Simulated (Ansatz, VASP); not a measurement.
**Ge: VASP beside Ansatz**

```
CELL_PARAMETERS angstrom
0.00000 2.83785 2.83785
2.83785 0.00000 2.83785
2.83785 2.83785 0.00000
ATOMIC_POSITIONS crystal
Ge 0.00000 0.00000 0.00000
Ge 0.25000 0.25000 0.25000
```

Alike in both runs: functional PBEsol; k mesh 12 × 12 × 12; occupations gaussian, width 0.1 eV; no spin polarisation.

Ansatz relaxed the structure, and its values are those at the end. VASP's run is a single point on that final structure, the one shown.

```csv
,VASP,Ansatz
version,VASP 6.6.1,Ansatz 0.2.0
potentials or method,"VASP PAW PBE potentials, release 64 (Ge_d)","scalar-relativistic, plane waves, PAW"
plane-wave cutoff (eV),520,600
valence electrons in the cell,28,28
```

```tsv
	VASP	Ansatz	Ansatz less VASP
gap on the k mesh at the Fermi level (eV)	none	none	-
pressure (GPa)	-0.4	0.0	+0.41
```

A gap of «none» marks a metal or a gap that the smearing closes. Ansatz warned: «pseudo_functional_mismatch».

Caveats: the PAW data sets were made with another functional, which shifts forces and pressure a little (VASP); this crystal is a semiconductor, whose small gap the functional closes, so the metal is an error of the method.
